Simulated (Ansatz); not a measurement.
hcp against bcc along groups 8 to 10

The calculation used DFT, PBE, plane waves (420 eV) with PAW, scalar-relativistic in Ansatz.

Each structure is relaxed within its symmetry, in the lowest magnetic state of the tried starts. Differences under about 8 meV lie within the error of the k-point mesh.

```
element  E(hcp) − E(bcc) (meV/atom)  V(hcp) (Å³/atom)  V(bcc) (Å³/atom)       state of hcp       state of bcc
     Fe                          78             10.21             11.36  spin not included      ferromagnetic
     Ru                        -627             13.77             14.23       non-magnetic       non-magnetic
     Os                        -890             14.28             14.79  spin not included  spin not included
     Co                         -88             10.84             11.11      ferromagnetic      ferromagnetic
     Rh                        -311             14.10             14.51       non-magnetic      ferromagnetic
     Ir                        -553             14.57             15.07       non-magnetic      ferromagnetic
     Ni                         -72             10.93             10.98      ferromagnetic      ferromagnetic
     Pd                         -16             15.44             15.46  spin not included       non-magnetic
     Pt                         -36             15.77             15.84  spin not included       non-magnetic
```
